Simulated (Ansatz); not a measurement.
**Cu: response to strain**

Cu is deformed so: z strained by -4 % at fixed volume. What stress and forces result, by LAPW, PAW and all-electron datasets made for the crystal?

Computed with Ansatz 0.2.0 (DFT PBE, scalar-relativistic, unless a step's input says otherwise).

### 1 The structure to begin with

It takes space group Fm-3m (No. 225, cubic). Conventional cell: a = 3.615 Å, b = 3.615 Å, c = 3.615 Å, α = 90.00°, β = 90.00°, γ = 90.00°. Cu (site symmetry m-3m) is surrounded by 12 Cu at 2.56 Å.

Structure file:

```cif
data_structure
_symmetry_space_group_name_H-M 'Fm-3m'
_symmetry_Int_Tables_number 225
_cell_length_a 3.6150
_cell_length_b 3.6150
_cell_length_c 3.6150
_cell_angle_alpha 90.000
_cell_angle_beta 90.000
_cell_angle_gamma 90.000
_cell_volume 47.24
loop_
_atom_site_label
_atom_site_type_symbol
_atom_site_symmetry_multiplicity
_atom_site_Wyckoff_symbol
_atom_site_fract_x
_atom_site_fract_y
_atom_site_fract_z
_atom_site_occupancy
Cu1 Cu 4 a 0.00000 0.00000 0.00000 1
```

The file gives the conventional cell by its symmetry; the runs use the cell typed in the input.

### 2 The deformed structure

Space group Fm-3m before, I4/mmm after.

### 3 LAPW, all electrons

The input, input.yaml:

```yaml
crystal:
  lattice:
    - [0.0, 1.8447719626, 1.7352]
    - [1.8447719626, 0.0, 1.7352]
    - [1.8447719626, 1.8447719626, 0.0]
  atoms:
    - { symbol: Cu, position: [0.0, 0.0, 0.0] }
kpoints:
  mp_grid: { grid: [17, 17, 17] }
scf:
  occupations: { method: fermi_dirac, width: 0.03 }
hamiltonian:
  xc: pbe
  pseudopotentials: { kind: all_electron, lapw: { basis_error: 0.00025 } }
output:
  forces: true
  stress: true
  eigenvalues: true
```

### 4 PAW on the default files

Edit input.yaml of step 3 so:

```diff
@@ -13,3 +13,3 @@
   xc: pbe
-  pseudopotentials: { kind: all_electron, lapw: { basis_error: 0.00025 } }
+  pseudopotentials: { kind: paw }
 output:
@@ -18 +18,2 @@
   eigenvalues: true
+  efg: { contact_densities: true }
```

### 5 Datasets made for this crystal

Edit input.yaml of step 4 so:

```diff
@@ -13,3 +13,3 @@
   xc: pbe
-  pseudopotentials: { kind: paw }
+  pseudopotentials: { kind: all_electron, datasets: crystal }
 output:
```

(Steps that only read results are left out.)

**Question.** What will these runs give? Wanted: pressure; largest shear or deviatoric stress.

As calculated:

| quantity | value |
| --- | --- |
| pressure | LAPW 1.73, PAW 1.76, crystal datasets 1.73 GPa |
| largest shear or deviatoric stress (LAPW) | 1.35 GPa |

The largest part of the stress beyond the pressure is 1.35 GPa in size, in the zz component. No run of the undeformed cell stands beside it, so the pressure holds what the given cell had before the change. PAW: stress within 0.03 GPa of LAPW. Crystal datasets: stress within 0.01 GPa of LAPW.
